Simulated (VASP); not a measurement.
The system is RbCl.

```xyz
2
Lattice="0.0000 3.2740 3.2740 3.2740 0.0000 3.2740 3.2740 3.2740 0.0000" Properties=species:S:1:pos:R:3 pbc="T T T"
Rb    0.0000    0.0000    0.0000
Cl    3.2740    3.2740    3.2740
```

| Item | Value |
| --- | --- |
| Program | VASP 6.6.1 |
| Task | single point |
| Functional | PBE |
| Potentials or basis | VASP PAW PBE potentials, release 64 (Rb_sv, Cl) |
| Cutoff | 520 eV |
| k mesh | 7 × 7 × 7 |
| Occupations | fermi-dirac, width 0.05 eV |
| Spin | no spin polarisation |

On this cell: pressure 1.2 GPa; largest force zero by symmetry; band gap on the k mesh 5.05 eV, direct.

The same run follows on a disturbed copy (atoms moved at random, drawn with an rms of 0.05 Å):

```
Rb Cl
1.0
     0.00000    3.27400    3.27400
     3.27400    0.00000    3.27400
     3.27400    3.27400    0.00000
Rb Cl
1 1
Direct
  0.98821 0.00202 0.00602
  0.48568 0.49733 0.50592
```

Problem. What does the disturbed cell give?

Solution. The energy moves by +0.3 meV/atom; pressure 1.2 GPa; largest force 0.040 eV/Å; band gap on the k mesh 5.05 eV, direct.

Forces on the atoms (eV/Å):
```
Rb  -0.021 -0.012 -0.032
Cl   0.021  0.012  0.032
```

Caveats: an odd mesh through Γ misses points on the zone boundary, where band edges often lie.
